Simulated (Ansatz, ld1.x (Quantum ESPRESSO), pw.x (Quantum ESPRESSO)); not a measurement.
# pw.x on diamond Mg: one setting changed

Potential: PAW, ld1.x (Quantum ESPRESSO) 7.5, PBE; core [Ne], reference 3s2 3p0; waves: 3s (bound): rcut 2.00, rcutus 2.70 bohr; 3s channel at 0.8 Ry: rcut 2.00, rcutus 2.70 bohr; 3p (bound, empty): rcut 3.25, rcutus 3.90 bohr; 3p channel at 3.25 Ry: rcut 3.25, rcutus 3.90 bohr; 3d channel at 0.15 Ry: rcut 2.95, rcutus 4.10 bohr; local part: all-electron potential smoothed inside 2.10 bohr (lloc = -1); core correction: Bessel-smoothed model core, default radius (core density twice the valence density); augmentation: PSQ, inside the norm-conserving radii.

The reference run (k-mesh 8³, cutoffs 40/320 Ry, Fermi–Dirac 0.01 Ry, mixing_beta 0.4, conv_thr 1e-9, no spin) gives -0.08 GPa at 40.566 Å³/atom, where all-electron LAPW gives -0.01 GPa. This run, with its own iteration cap, changes nosym to true.

```
&control
  calculation='scf', prefix='x', pseudo_dir='./', outdir='./tmp', tstress=.true., disk_io='none'
/
&system
  ibrav=0, nat=2, ntyp=1, ecutwfc=40, ecutrho=320, nbnd=9,
  occupations='smearing', smearing='fd', degauss=0.01, nosym=.true.
/
&electrons
  conv_thr=1e-09, mixing_beta=0.4, electron_maxstep=70
/
ATOMIC_SPECIES
Mg 1.0 Mg.UPF
CELL_PARAMETERS angstrom
  0.00000000 3.43600718 3.43600718
  3.43600718 0.00000000 3.43600718
  3.43600718 3.43600718 0.00000000
ATOMIC_POSITIONS crystal
Mg 0.0000 0.0000 0.0000
Mg 0.2500 0.2500 0.2500
K_POINTS automatic
8 8 8 0 0 0
```

```bash
pw.x < Mg.scf.in > Mg.scf.out
```

Question: How does the run end?

Answer: It converges in 6 iterations; the free energy moves by +0.0 meV/atom and the pressure by +0.00 GPa. The result is that of the reference run.

```
lattice parameter (alat)  =       9.1826  a.u.
     unit-cell volume          =     547.5059 (a.u.)^3
     number of electrons       =         4.00
     number of Kohn-Sham states=            9
     kinetic-energy cutoff     =      40.0000  Ry
     charge density cutoff     =     320.0000  Ry
     scf convergence threshold =      1.0E-09
     Exchange-correlation= SLA  PW   PBX  PBC
     number of k points=   260  Fermi-Dirac smearing, width (Ry)=  0.0100
     iteration #  1     ecut=    40.00 Ry     beta= 0.40
     total energy              =     -67.12543455 Ry
     estimated scf accuracy    <       0.00344510 Ry
     iteration #  2     ecut=    40.00 Ry     beta= 0.40
     total energy              =     -67.12581388 Ry
     estimated scf accuracy    <       0.00109985 Ry
     iteration #  3     ecut=    40.00 Ry     beta= 0.40
     total energy              =     -67.12589740 Ry
     estimated scf accuracy    <       0.00002252 Ry
     iteration #  4     ecut=    40.00 Ry     beta= 0.40
     total energy              =     -67.12589933 Ry
     estimated scf accuracy    <       0.00000008 Ry
     iteration #  5     ecut=    40.00 Ry     beta= 0.40
     total energy              =     -67.12589939 Ry
     estimated scf accuracy    <          4.3E-09 Ry
     iteration #  6     ecut=    40.00 Ry     beta= 0.40
     the Fermi energy is     0.6363 ev
!    total energy              =     -67.12589939 Ry
     estimated scf accuracy    <          2.3E-10 Ry
     smearing contrib. (-TS)   =      -0.00569794 Ry
     convergence has been achieved in   6 iterations
          total   stress  (Ry/bohr**3)                   (kbar)     P=       -0.84
     Message from routine punch:
     Nothing written, as per user request (disk_io='none')
```

The run took about 42 s on one core of a shared host (Intel(R) Xeon(R) 6975P-C, 192 threads, 1512 GiB, load 73).
